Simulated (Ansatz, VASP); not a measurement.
**Mg in VASP and in Ansatz**

```
CELL_PARAMETERS angstrom
3.21028 0.00000 0.00000
-1.60514 2.78018 0.00000
0.00000 0.00000 10.31910
ATOMIC_POSITIONS crystal
Mg 0.00000 0.00000 0.00000
Mg 0.33333 0.66667 0.25000
Mg 0.00000 0.00000 0.50000
Mg 0.66667 0.33333 0.75000
```

Alike in both runs: task relaxation of cell and atoms; functional LDA; k mesh 15 × 15 × 4; occupations gaussian, width 0.1 eV; no spin polarisation.

|  | VASP | Ansatz |
| --- | --- | --- |
| version | VASP 6.6.1 | Ansatz 0.2.0 |
| potentials or method | VASP PAW LDA potentials, release 64 (Mg) | scalar-relativistic, plane waves, PAW |
| plane-wave cutoff (eV) | 600 | 420 |
| valence electrons in the cell | 8 | 40 |

```tsv
	VASP	Ansatz	Ansatz less VASP
gap on the k mesh at the Fermi level, each at its own relaxed structure (eV)	none	none	-
relaxed volume (Å³/atom)	21.50	21.66	+0.163
relaxed cell length with the largest relative difference (Å)	10.082	10.109	+0.0271
energy change over the relaxation (meV/atom)	-12	-9	+2.9
```

A gap of «none» marks a metal or a gap that the smearing closes. The two sets of potentials don't hold the same shells in valence.
